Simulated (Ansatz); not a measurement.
Crystal: Ru.

```xyz
2
Lattice="2.7058 0.0000 0.0000 -1.3529 2.3433 0.0000 0.0000 0.0000 4.2819" Properties=species:S:1:pos:R:3 pbc="T T T"
Ru    1.3529    0.7811    3.2114
Ru    0.0000    1.5622    1.0705
```

| Quantity | Value |
| --- | --- |
| Program | Ansatz 0.2.0 |
| Task | relaxation of cell and atoms |
| Functional | RPBE |
| Dispersion | D3(BJ) |
| Potentials or basis | all-electron LAPW, scalar-relativistic |
| Basis error allowed | 0.001 eV/atom |
| k mesh | 11 × 11 × 6 |
| Occupations | fermi-dirac, width 0.05 eV |
| Spin | no spin polarisation |

At the start: volume 13.57 Å³/atom.

**Question.** Where does the relaxation end?

**Answer.** Over 6 steps the energy falls by 132.7 meV/atom and the volume is 12.37 Å³/atom (-8.9 %); space group P6_3/mmc (No. 194, to 0.05 Å).

Step by step:
```
step  energy change (eV)  largest force (eV/Å)  volume (Å³)
   1              0.0000                0.0000        27.15
   2             -0.1833                0.0000        23.56
   3             -0.2631                0.0000        24.95
   4             -0.2653                0.0000        24.76
   5             -0.2654                0.0000        24.74
   6             -0.2654                0.0000        24.74
```

Final structure:
```
Ru
1.0
     2.61839    0.00000    0.00000
    -1.30920    2.26760    0.00000
     0.00000    0.00000    4.16687
Ru
2
Direct
  0.66667 0.33333 0.75000
  0.33333 0.66667 0.25000
```
